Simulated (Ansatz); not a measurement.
**CaF$_{2}$: the gap against volume**

CaF$_{2}$, Fm-3m, a = 5.439 Å. Ansatz: r2SCAN, PAW, 500 eV, Γ-centred 8×8×8 mesh on 3 atoms, Gaussian smearing 0.02 eV; no spin polarisation. Symmetry fixes shape and atoms, so the cell is only scaled; x = ln(V/V0) with V0 = 13.408 Å³/atom. The gap is read at the mesh points alone.

| x | gap y (eV) |
| --- | --- |
| -0.0619 | 8.414 |
| -0.0305 | 8.218 |
| 0.0000 | 8.033 |
| 0.0296 | ? |
| 0.0583 | 7.690 |

Fit a straight line to the other rows, give the volume deformation potential of the gap and its pressure coefficient, and predict the missing gap. B0 = 89.5 GPa.

Means x = -0.008525, y = 8.0887; Σ(Δx)² = 0.007870, ΣΔxΔy = -0.04732; the slope is their ratio. y = 8.0375 − 6.0130 x. The slope is the deformation potential a = dE_g/d ln V = -6.01 eV, and dE_g/dP = −a/B0 = 67.2 meV/GPa. At x = 0.0296 the fit asked for gives 7.860 eV. The run gave 7.857 eV, so the fit is 0.003 eV too high, within the rms miss on the fitted rows (0.004 eV).

Semilocal functionals give gaps under the measured ones; changes of the gap mostly carry over better.